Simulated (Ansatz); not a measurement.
**O on Ir(111): change of the work function**

How does O on the hcp site change the work function of Ir(111) as the layer fills?

Program: Ansatz 0.2.0. Level of theory: plane-wave DFT, PBE, Ansatz PAW. Results are calculated unless marked as measured.

### 1. Set-up

The cell holds 4 atoms: 4 Ir. Cell: a = 2.715 Å, b = 2.715 Å, c = 24.651 Å, α = 90.0°, β = 90.0°, γ = 60.0°. Vacuum lies along c.

### 2. The clean slab

The bare slab comes first, as the zero from which every change is counted. The two lowest layers are held at bulk places and the upper ones relax. The dipole correction removes the false field that a one-sided slab makes across the periodic vacuum, so each face gets a flat vacuum level of its own.

Input file input.yaml:

```yaml
crystal:
  lattice:
    - [2.7152900398, 0.0, 0.0]
    - [1.3576450199, 2.3515101531, 0.0]
    - [0.0, 0.0, 24.6510751011]
  atoms:
    - { symbol: Ir, position: [0.0, 0.0, 0.3650956383] }
    - { symbol: Ir, position: [0.3333333333, 0.3333333333, 0.4550318794] }
    - { symbol: Ir, position: [0.6666666667, 0.6666666667, 0.5449681206] }
    - { symbol: Ir, position: [0.0, 0.0, 0.6349043617] }
kpoints:
  mp_grid: { grid: [13, 13, 1] }
hamiltonian:
  xc: pbe
scf:
  occupations: { method: fermi_dirac, width: 0.1 }
  convergence: { dr2_threshold: 1.0e-08 }
efield:
  axis: 3
  dipole_correction: true
  ramp_position: 0.97
  ramp_width: 0.06
relax:
  f_tol: 0.02
  max_steps: 60
  constraints: [{ sites: [0, 1] }]
output:
  write_potential: true
  write_density: true
  volumetric_format: npy
```

Command:

```console
> ansatz run input.yaml --threads 4 --pin off --max-ram 12288MiB --backend cpu --events-out ev --progress --plain --runs-dir out
```

Numbers of over 12 decimals in the logs are rounded to 6 here.

Log:

```text
Engine: ansatz 0.2.0, aarch64-unknown-linux-gnu
Pseudopotentials: kind: paw
Pseudopotential: Ir, paw, valence charge 17, recommended cutoff 420 eV (normal), Ir.paw.azcp
Functional definition: PBE
  parameter kappa = 0.804
  parameter beta = 0.066725
  exchange = pbe_x(kappa = kappa, mu = beta*pi^2/3)
  correlation = pbe_c(beta = beta)
Crystal: 4 atoms, lattice volume = 157.398 Å³
Basis set: ecut = 420 eV, 3101 PW (Γ), exchange–correlation on 40×40×360 points (8 copies of the dense FFT grid, shifted against one another)
Bands: 41, of which v1, the nominal top of the filled ones, is band 34 counted from 1 (33 counted from 0)
Symmetry: 6 space group operations
k-points: 21 of 169 (time reversal used)
Non-local potential: Ir, projectors of the file, l = 0: 3, l = 1: 2, l = 2: 2, l = 3: 1
PAW form: soft (Blöchl's): semilocal exchange-correlation on the pseudo side does not see the compensation charge
PAW one-centre angular grid: Ir, 590 points (default); XC on 64 Gauss nodes
Initial density: superposition of atomic densities (neutral atoms: chi_scale 0, normalization atom), corrected by the library's trained network
Initial wavefunctions: pseudopotential atomic-orbital guess
Functional: x = pbe(κ = 0.804, μ = 0.219515), c = pbe(β = 0.066725)
SCF iter   1: F=—  HF=-47739.526594 eV  |F-HF|=—  |Δ(HF+E_count)|=         —  Δρ=7.51e-3  dr2=5.66e-1  ethr=1.77e-3  p=0.000 e·Å  D=9.34e-15 V/Å  ΔV_dip=-0.00 eV  dr2_dipole=1.02e-7  V_vac-E_F(+/−)=5.19/5.19 eV  ⟨swp⟩=7.9  Hψ=3938  notcnv=0  defer=2
efield: sawtooth ramp at fractional position 0.9700 (set: `efield.ramp_position`, or a place that a band, a saddle search or an elastic batch's reference lends), width 0.0600; the density the first Hamiltonian is built on has a dipole p = 0.000 e·Å; the dipole correction subtracts the counter field D = 9.34e-15 V/Å, which shifts the + side's vacuum level by -0.00 eV against the − side's; the planar-averaged density in the ramp window peaks in size at 1.1e-5 e/Å³
preconditioner: auto → LDOS  [metal: Δε(μ)=0.042 eV  Ē_g=6.292 eV  σ=0.100 eV  W_gap=0.10  n_scr=18 (ndim 8)  ℏωp=17.8 eV  f_vac=0.579  D(μ)=4.60/eV (n_scr^D=18)  β→1.0]
SCF iter   2: F=—  HF=-47739.515325 eV  |F-HF|=—  |Δ(HF+E_count)|=   1.13e-2  Δρ=2.57e-3  dr2=8.39e-3  ethr=8.32e-4  p=0.000 e·Å  D=1.37e-5 V/Å  ΔV_dip=-0.00 eV  dr2_dipole=2.16e-7  V_vac-E_F(+/−)=5.44/5.44 eV  ⟨swp⟩=1.9  Hψ=1062  notcnv=0  defer=4
SCF iter   3: F=—  HF=-47739.513470 eV  |F-HF|=—  |Δ(HF+E_count)|=   1.85e-3  Δρ=1.49e-3  dr2=3.43e-3  ethr=1.23e-5  p=-0.000 e·Å  D=-2.65e-6 V/Å  ΔV_dip=0.00 eV  dr2_dipole=3.88e-10  V_vac-E_F(+/−)=5.51/5.51 eV  ⟨swp⟩=3.8  Hψ=2061  notcnv=0  defer=4
SCF iter   4: F=—  HF=-47739.512663 eV  |F-HF|=—  |Δ(HF+E_count)|=   8.07e-4  Δρ=1.24e-4  dr2=7.13e-5  ethr=5.04e-6  p=-0.000 e·Å  D=-1.67e-6 V/Å  ΔV_dip=0.00 eV  dr2_dipole=1.77e-15  V_vac-E_F(+/−)=5.49/5.49 eV  ⟨swp⟩=2.0  Hψ=1225  notcnv=0  defer=4
SCF iter   5: F=—  HF=-47739.512668 eV  |F-HF|=—  |Δ(HF+E_count)|=   4.75e-6  Δρ=4.36e-5  dr2=6.31e-6  ethr=1.05e-7  p=-0.000 e·Å  D=-1.12e-6 V/Å  ΔV_dip=0.00 eV  dr2_dipole=3.65e-11  V_vac-E_F(+/−)=5.50/5.50 eV  ⟨swp⟩=3.2  Hψ=1756  notcnv=0  defer=4
SCF iter   6: F=—  HF=-47739.512651 eV  |F-HF|=—  |Δ(HF+E_count)|=   1.64e-5  Δρ=1.70e-5  dr2=6.61e-7  ethr=9.29e-9  p=-0.000 e·Å  D=-6.19e-7 V/Å  ΔV_dip=0.00 eV  dr2_dipole=3.66e-11  V_vac-E_F(+/−)=5.50/5.50 eV  ⟨swp⟩=2.1  Hψ=1289  notcnv=0  defer=4
SCF iter   7: F=—  HF=-47739.512652 eV  |F-HF|=—  |Δ(HF+E_count)|=   4.14e-7  Δρ=8.10e-6  dr2=3.55e-7  ethr=9.73e-10  p=-0.000 e·Å  D=-3.32e-7 V/Å  ΔV_dip=0.00 eV  dr2_dipole=6.57e-12  V_vac-E_F(+/−)=5.50/5.50 eV  ⟨swp⟩=3.2  Hψ=1814  notcnv=0  defer=4
SCF iter   8: F=—  HF=-47739.512652 eV  |F-HF|=—  |Δ(HF+E_count)|=   5.26e-8  Δρ=2.36e-6  dr2=1.71e-8  ethr=5.22e-10  p=-0.000 e·Å  D=-1.37e-7 V/Å  ΔV_dip=0.00 eV  dr2_dipole=1.81e-13  V_vac-E_F(+/−)=5.50/5.50 eV  ⟨swp⟩=2.0  Hψ=1235  notcnv=0  defer=4
SCF iter   9: F=-47739.512652 eV  HF=-47739.512652 eV  |F-HF|=6.59e-9  |Δ(HF+E_count)|=   5.80e-8  Δρ=4.69e-7  dr2=3.18e-10  ethr=1.47e-11  p=-0.000 e·Å  D=-2.96e-8 V/Å  ΔV_dip=0.00 eV  dr2_dipole=9.20e-14  V_vac-E_F(+/−)=5.50/5.50 eV  ⟨swp⟩=11.0  Hψ=6484  notcnv=0
SCF 1 converged in 9 iterations: F = -47739.512652 eV  dr2 = 3.18e-10
  greatest PAW one-centre occupation: 1.000 electrons in one spin orbital (limit 2), on the Ir atom at site 2 (counted from 0), in its partial waves of l = 0
relax step   1: F+E_penalty+E_count = -47739.51265183 eV  Δ(F+E_penalty+E_count) = +0.000e0 eV  max|allowed force component| = 1.219e-1 eV/Å  Δτ_max = 0.0000 Å  (9 SCF iters, accepted)
Initial density: handed on by an earlier stage of this run
Initial wavefunctions: those handed on with the density
iter 1 solved again at ethr=1.31e-4 eV; its pass at ethr=3.10e-3 eV (dr2=8.94e-2 eV) is discarded
SCF iter   1: F=—  HF=-47739.513432 eV  |F-HF|=—  |Δ(HF+E_count)|=         —  Δρ=2.33e-3  dr2=8.23e-2  ethr=1.31e-4  p=-0.000 e·Å  D=-2.95e-7 V/Å  ΔV_dip=0.00 eV  dr2_dipole=3.34e-2  V_vac-E_F(+/−)=5.49/5.49 eV  ⟨swp⟩=1.8  Hψ=2480  notcnv=0  defer=4
efield: sawtooth ramp at fractional position 0.9700 (set: `efield.ramp_position`, or a place that a band, a saddle search or an elastic batch's reference lends), width 0.0600; the density the first Hamiltonian is built on has a dipole p = -0.000 e·Å; the dipole correction subtracts the counter field D = -2.95e-7 V/Å, which shifts the + side's vacuum level by +0.00 eV against the − side's; the planar-averaged density in the ramp window peaks in size at 2.7e-6 e/Å³
preconditioner: auto → LDOS  [metal: Δε(μ)=0.064 eV  Ē_g=6.335 eV  σ=0.100 eV  W_gap=0.16  n_scr=18 (ndim 8)  ℏωp=17.8 eV  f_vac=0.582  D(μ)=4.81/eV (n_scr^D=18)  β→1.0]
SCF iter   2: F=—  HF=-47739.512638 eV  |F-HF|=—  |Δ(HF+E_count)|=   7.94e-4  Δρ=8.56e-4  dr2=2.51e-3  ethr=1.21e-4  p=0.001 e·Å  D=1.72e-3 V/Å  ΔV_dip=-0.04 eV  dr2_dipole=1.53e-4  V_vac-E_F(+/−)=5.46/5.51 eV  ⟨swp⟩=1.9  Hψ=1005  notcnv=0  defer=4
SCF iter   3: F=—  HF=-47739.511946 eV  |F-HF|=—  |Δ(HF+E_count)|=   6.91e-4  Δρ=4.97e-4  dr2=1.69e-3  ethr=3.69e-6  p=0.000 e·Å  D=4.83e-4 V/Å  ΔV_dip=-0.01 eV  dr2_dipole=1.76e-5  V_vac-E_F(+/−)=5.49/5.50 eV  ⟨swp⟩=3.1  Hψ=1904  notcnv=0  defer=4
SCF iter   4: F=—  HF=-47739.511632 eV  |F-HF|=—  |Δ(HF+E_count)|=   3.15e-4  Δρ=7.92e-5  dr2=3.46e-5  ethr=2.49e-6  p=0.001 e·Å  D=8.30e-4 V/Å  ΔV_dip=-0.02 eV  dr2_dipole=6.05e-7  V_vac-E_F(+/−)=5.48/5.50 eV  ⟨swp⟩=2.0  Hψ=1244  notcnv=0  defer=4
SCF iter   5: F=—  HF=-47739.511641 eV  |F-HF|=—  |Δ(HF+E_count)|=   9.68e-6  Δρ=4.03e-5  dr2=6.57e-6  ethr=5.09e-8  p=0.001 e·Å  D=7.62e-4 V/Å  ΔV_dip=-0.02 eV  dr2_dipole=1.28e-7  V_vac-E_F(+/−)=5.48/5.50 eV  ⟨swp⟩=2.8  Hψ=1555  notcnv=0  defer=4
SCF iter   6: F=—  HF=-47739.511629 eV  |F-HF|=—  |Δ(HF+E_count)|=   1.23e-5  Δρ=1.01e-5  dr2=3.28e-7  ethr=9.66e-9  p=0.001 e·Å  D=7.06e-4 V/Å  ΔV_dip=-0.02 eV  dr2_dipole=9.81e-9  V_vac-E_F(+/−)=5.49/5.50 eV  ⟨swp⟩=2.1  Hψ=1286  notcnv=0  defer=4
SCF iter   7: F=—  HF=-47739.511629 eV  |F-HF|=—  |Δ(HF+E_count)|=   2.33e-7  Δρ=3.75e-6  dr2=2.55e-8  ethr=4.83e-10  p=0.001 e·Å  D=6.88e-4 V/Å  ΔV_dip=-0.02 eV  dr2_dipole=4.52e-11  V_vac-E_F(+/−)=5.49/5.50 eV  ⟨swp⟩=2.9  Hψ=1531  notcnv=0  defer=4
SCF iter   8: F=-47739.511629 eV  HF=-47739.511629 eV  |F-HF|=3.09e-9  |Δ(HF+E_count)|=   8.26e-8  Δρ=9.43e-7  dr2=5.51e-9  ethr=1.47e-11  p=0.001 e·Å  D=6.76e-4 V/Å  ΔV_dip=-0.02 eV  dr2_dipole=4.14e-10  V_vac-E_F(+/−)=5.49/5.50 eV  ⟨swp⟩=10.9  Hψ=6505  notcnv=0
SCF 2 converged in 8 iterations: F = -47739.511629 eV  dr2 = 5.51e-9
relax step   2: F+E_penalty+E_count = -47739.51162918 eV  Δ(F+E_penalty+E_count) = +1.023e-3 eV  max|allowed force component| = 1.867e-1 eV/Å  Δτ_max = 0.0364 Å  (8 SCF iters, rejected (line search))
SCF iter   1: F=—  HF=-47739.514131 eV  |F-HF|=—  |Δ(HF+E_count)|=         —  Δρ=1.44e-3  dr2=3.02e-2  ethr=4.57e-4  p=0.001 e·Å  D=6.76e-4 V/Å  ΔV_dip=-0.02 eV  dr2_dipole=1.21e-2  V_vac-E_F(+/−)=5.49/5.51 eV  ⟨swp⟩=2.8  Hψ=1456  notcnv=0  defer=4
efield: sawtooth ramp at fractional position 0.9700 (set: `efield.ramp_position`, or a place that a band, a saddle search or an elastic batch's reference lends), width 0.0600; the density the first Hamiltonian is built on has a dipole p = 0.001 e·Å; the dipole correction subtracts the counter field D = 6.76e-4 V/Å, which shifts the + side's vacuum level by -0.02 eV against the − side's; the planar-averaged density in the ramp window peaks in size at 2.3e-6 e/Å³
preconditioner: auto → LDOS  [metal: Δε(μ)=0.061 eV  Ē_g=6.309 eV  σ=0.100 eV  W_gap=0.15  n_scr=18 (ndim 8)  ℏωp=17.8 eV  f_vac=0.581  D(μ)=4.80/eV (n_scr^D=18)  β→1.0]
SCF iter   2: F=—  HF=-47739.513781 eV  |F-HF|=—  |Δ(HF+E_count)|=   3.49e-4  Δρ=5.16e-4  dr2=8.42e-4  ethr=4.44e-5  p=-0.000 e·Å  D=-1.42e-4 V/Å  ΔV_dip=0.00 eV  dr2_dipole=2.34e-5  V_vac-E_F(+/−)=5.50/5.50 eV  ⟨swp⟩=2.0  Hψ=1161  notcnv=0  defer=4
SCF iter   3: F=—  HF=-47739.513550 eV  |F-HF|=—  |Δ(HF+E_count)|=   2.31e-4  Δρ=3.27e-4  dr2=7.04e-4  ethr=1.24e-6  p=0.000 e·Å  D=4.46e-4 V/Å  ΔV_dip=-0.01 eV  dr2_dipole=7.87e-6  V_vac-E_F(+/−)=5.49/5.50 eV  ⟨swp⟩=3.0  Hψ=1916  notcnv=0  defer=4
SCF iter   4: F=—  HF=-47739.513424 eV  |F-HF|=—  |Δ(HF+E_count)|=   1.26e-4  Δρ=4.95e-5  dr2=1.22e-5  ethr=1.04e-6  p=0.000 e·Å  D=2.20e-4 V/Å  ΔV_dip=-0.01 eV  dr2_dipole=2.18e-8  V_vac-E_F(+/−)=5.50/5.50 eV  ⟨swp⟩=2.0  Hψ=1254  notcnv=0  defer=4
SCF iter   5: F=—  HF=-47739.513410 eV  |F-HF|=—  |Δ(HF+E_count)|=   1.42e-5  Δρ=2.37e-5  dr2=2.40e-6  ethr=1.79e-8  p=0.000 e·Å  D=2.48e-4 V/Å  ΔV_dip=-0.01 eV  dr2_dipole=4.33e-8  V_vac-E_F(+/−)=5.50/5.50 eV  ⟨swp⟩=3.0  Hψ=1607  notcnv=0  defer=4
SCF iter   6: F=—  HF=-47739.513410 eV  |F-HF|=—  |Δ(HF+E_count)|=   4.10e-7  Δρ=6.18e-6  dr2=1.65e-7  ethr=3.53e-9  p=0.000 e·Å  D=2.70e-4 V/Å  ΔV_dip=-0.01 eV  dr2_dipole=6.32e-12  V_vac-E_F(+/−)=5.50/5.50 eV  ⟨swp⟩=2.0  Hψ=1237  notcnv=0  defer=4
SCF iter   7: F=-47739.513410 eV  HF=-47739.513410 eV  |F-HF|=3.38e-8  |Δ(HF+E_count)|=   1.10e-7  Δρ=2.28e-6  dr2=8.01e-9  ethr=1.47e-11  p=0.000 e·Å  D=2.76e-4 V/Å  ΔV_dip=-0.01 eV  dr2_dipole=2.63e-11  V_vac-E_F(+/−)=5.50/5.50 eV  ⟨swp⟩=9.6  Hψ=7465  notcnv=0
SCF 3 converged in 7 iterations: F = -47739.513410 eV  dr2 = 8.01e-9
relax step   3: F+E_penalty+E_count = -47739.51341019 eV  Δ(F+E_penalty+E_count) = -7.584e-4 eV  max|allowed force component| = 2.249e-3 eV/Å  Δτ_max = 0.0142 Å  (7 SCF iters, accepted)
NSCF: frozen V_eff on 21 k-points
the band table was solved once a step of the walk had ended and its energy, with any forces and stress, was formed, with the checks that follow a solve (4188 applications of the Hamiltonian). They found nothing against the state; the energy, forces and stress were not computed again (output.eigenvalues in the input reference)
WARN: The input density's exchange-correlation potential varies sharply where the density is thin. Do not read a vacuum level from v_tot or v_xc, or from such a field of the output density. On a cell that repeats whose density bears no net charge and no dipole along the vacuum's axis use v_es (v_loc + v_h of the components); under efield.dipole_correction with no amplitude use v_es + v_field, which holds any external [...]
SCF converged after 7 iterations
Free energy (F): -47739.513410 eV
Harris-Foulkes:  -47739.513410 eV  (|F-HF|=3.38e-8)
Internal energy: -47739.356652 eV  (E = F + TS)
E sigma→0 (E₀):  -47739.435031 eV
Entropy (-TS):   -0.156758 eV (-39.190 meV/atom)
Fermi energy:    5.732426 eV
Dipole field:    D = 0.000269 V/Å  (p = 0.000234 e·Å, saw-weighted, corrected)
Work function:   Φ+ = 5.4952 eV   Φ− = 5.5018 eV
Levels:          The Fermi level and band energies are counted from a zero that moves with the ramp; work functions are not
--- Per-component energies (eV) ---
  E_band       = -1671.883493
  E_kinetic    = 2486.273296
  E_local      = -117396.036937  (includes V_loc(G=0)·N_el)
  E_nonlocal   = 291.673153
  E_hartree    = 57534.790507
  E_xc         = -1068.594072
  E_vxc        = -1195.853088  (∫ρ·V_xc dr)
  E_paw        = -36893.580824  (= ΣΔE_a)
  E_vpaw       = -927.511901  (= ΣTr[D̂ρ^β])
  E_aug_tail   = 0.000219  (compensation charges beyond the density's cutoff)
  E_efield     = 0.000000  (sawtooth field / dipole correction)
  E_vefield    = 0.000076  (∫n·V_field dr)
  E_ewald      = 47306.118006
  E_smearing   = -0.156758  (= −TS)
  E_closure    = 0.000000  (closes the sum)
  Σ components = -47739.513410   (vs F -47739.513410, Δ=0.00e0)
--- Forces (eV/Å), atoms counted from 1 ---
  atom   1  Ir     0.00000000    -0.00000000     0.11581575
  atom   2  Ir     0.00000000    -0.00000000    -0.11803108
  atom   3  Ir     0.00000000     0.00000000    -0.00003717
  atom   4  Ir     0.00000000     0.00000000     0.00224876
  max |Σ_I F_I| component: 3.74e-6 eV/Å
--- Band table (eV; the first three rows and the last of 21) ---
  k-point 0: bands = [... 30 lower, 2.8529, 4.5433, 4.5433, 4.9120, 4.9120, 5.0242, 5.8655, 5.8655, ... 3 higher]
  k-point 1: bands = [... 30 lower, 3.0271, 4.3391, 4.3957, 4.4611, 4.9328, 4.9567, 5.2780, 5.8642, ... 3 higher]
  k-point 2: bands = [... 30 lower, 3.5191, 3.7535, 3.9292, 4.2812, 4.4987, 4.9713, 5.7164, 5.8571, ... 3 higher]
  k-point 20: bands = [... 30 lower, 4.4282, 4.4427, 5.4788, 6.0284, 6.1730, 6.4038, 10.6295, 11.7489, ... 3 higher]
--- Relaxed structure (3 steps of the walk, 2 accepted, 0 SCFs on fresh bases) ---
  F+E_penalty+E_count = -47739.51341019 eV   max|allowed force component| = 2.249e-3 eV/Å
  atoms:
    - { symbol: Ir, position: [0.0, 0.0, 0.365096] }
    - { symbol: Ir, position: [0.333333, 0.333333, 0.4550318794] }
    - { symbol: Ir, position: [0.666667, 0.666667, 0.544868] }
    - { symbol: Ir, position: [-6.727098735211761e-19, 0, 0.634326] }
```

Run time: 11 s. Hardware: 4 threads of Arm Neoverse V1, shared host; peak memory 0.47 GiB.

The steps of the relaxation:

| step | energy less that of the first step (eV) | largest force component (eV/Å) |
| --- | --- | --- |
| 1 | 0.0000 | 0.1219 |
| 2 | 0.0010 | 0.1867 |
| 3 | -0.0008 | 0.0022 |

Relaxation step 2 was tried and not accepted.

The run keeps the 6 symmetry operations that it works with, so distortions that break them were not tested.

The atoms that moved most (Å):

| atom | dx | dy | dz | length |
| --- | --- | --- | --- | --- |
| Ir4 | 0.000 | 0.000 | -0.014 | 0.014 |

This step gave:

```yaml
energy_at_zero_smearing: -47739.4350 eV
work_function_upper_face: 5.495 eV
dipole_along_the_normal: 2.34e-4 e·Å
```

Running mean over 2.217 Å of the planar mean; the ramp of the sawtooth is left out. Table of electron's electrostatic potential energy less the Fermi level by z:

z (Å), electron's electrostatic potential energy less the Fermi level (eV) and a bar from the least value:
```
        4        5.5 ##############################
        5        5.5 ##############################
        6        5.4 ##############################
        7        4.3 ############################
        8       -5.5 #############
        9      -12.7 #
       10      -13.3 #
       11      -13.5 
       12      -13.6 
       13      -13.6 
       14      -13.6 
       15      -13.3 #
       16      -11.7 ###
       17       -0.8 ####################
       18        5.0 #############################
       19        5.5 ##############################
       20        5.5 ##############################
       21        5.5 ##############################
```

The relaxation took 3 steps and lowered the energy by 7.6e-4 eV; the largest force on the free atoms ends at 0.0022 eV/Å.

The work function of the upper face is 5.50 eV.

(Part 1 of 4 ends here.)

[Logs are printed without paths, hosts, clocks, repeated set-up lines and the standing remarks that a program may print on its own settings, such as how far it seeks lower states.]

[Hosts, paths, dates, database ids (printed as entryN), source tags and the programs' standing remarks are cut or masked in the printed files.]

[Maps of the electrostatic potential energy from Ansatz leave out the sawtooth potential of an applied field or a dipole correction, so their vacuum need not be flat; planar profiles and work functions include it.]
